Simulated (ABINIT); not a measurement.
Crystal: SnO.

```xyz
4
Lattice="3.8137 0.0000 0.0000 0.0000 3.8137 0.0000 0.0000 0.0000 4.8869" Properties=species:S:1:pos:R:3 pbc="T T T"
Sn    1.9068    0.0000    3.7367
Sn    0.0000    1.9068    1.1503
O     0.0000    0.0000    0.0000
O     1.9068    1.9068    0.0000
```

The cell is a database's computed one.

Base run:

```yaml
Program: ABINIT 10.8.3 (patched build)
Functional: LDA
Potentials_or_basis: JTH PAW LDA v2.0
Cutoff: 626 eV
k_mesh: 9 × 9 × 8
Occupations: fermi-dirac, width 0.05 eV
Spin: no spin polarisation
```

Its results: band gap on the k mesh 0.37 eV, indirect (least direct gap 1.97 eV); pressure -3.7 GPa; largest force 0.248 eV/Å.

After a change of settings the same cell gave: band gap on the k mesh 0.24 eV, indirect (least direct gap 2.04 eV); pressure -3.7 GPa; largest force 0.236 eV/Å. Which change was it?
A. potentials or basis from JTH PAW LDA v2.0 to JTH PAW LDA v2.0 sp; k mesh from 9 × 9 × 8 to 7 × 7 × 6; valence electrons from 40 to 20
B. k mesh from 9 × 9 × 8 to 4 × 4 × 4
C. k mesh from 9 × 9 × 8 to 7 × 7 × 6
D. k mesh from 9 × 9 × 8 to 3 × 3 × 2

B.

Caveats: spin-orbit coupling is left out, which moves the levels of the heavy elements; an odd mesh through Γ misses points on the zone boundary, where band edges often lie (some runs).
